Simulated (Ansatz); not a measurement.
**Br in Ansatz: the effect of functional**

Crystal: Br.

```
Br
1.0
     3.36325   -2.32255    0.00000
     3.36325    2.32255    0.00000
     0.00000    0.00000    8.70230
Br
4
Direct
  0.36510 0.63490 0.39010
  0.13490 0.86510 0.89010
  0.63490 0.36510 0.60990
  0.86510 0.13490 0.10990
```

Alike in all runs:

```yaml
Program: Ansatz 0.2.0
Task: band structure
Potentials_or_basis: Ansatz PAW
k_mesh: 4 × 4 × 2
Occupations: fermi-dirac, width 0.05 eV
Spin: no spin polarisation
```

```csv
functional,cutoff,gap on the mesh (eV),pressure (GPa),largest force (eV/Å)
LDA,420 eV (not typed: the program's choice for these potentials),1.74,-1.2,0.69
PBEsol,420 eV (not typed: the program's choice for these potentials),1.82,0.1,0.72
RPBE,420 eV (not typed: the program's choice for these potentials),1.95,3.5,0.85
revPBE,420 eV (not typed: the program's choice for these potentials),1.93,3.1,0.85
BLYP,420 eV (not typed: the program's choice for these potentials),?,?,?
r2SCAN,500 eV (not typed: the program's choice for these potentials),2.17,0.7,0.59
```

Task: What does the run with functional BLYP give?

Result: gap on the mesh 1.85 eV; pressure 3.7 GPa; largest force 1.26 eV/Å.

Caveats: the PAW data sets come from PBE, with cores solved anew for the run's functional, which leaves a small shift of forces and pressure; forces of over 1 eV/Å show positions far from the minimum, so gaps and moduli don't describe the material at rest (some runs).

Runs at the PBE level aren't shown here.
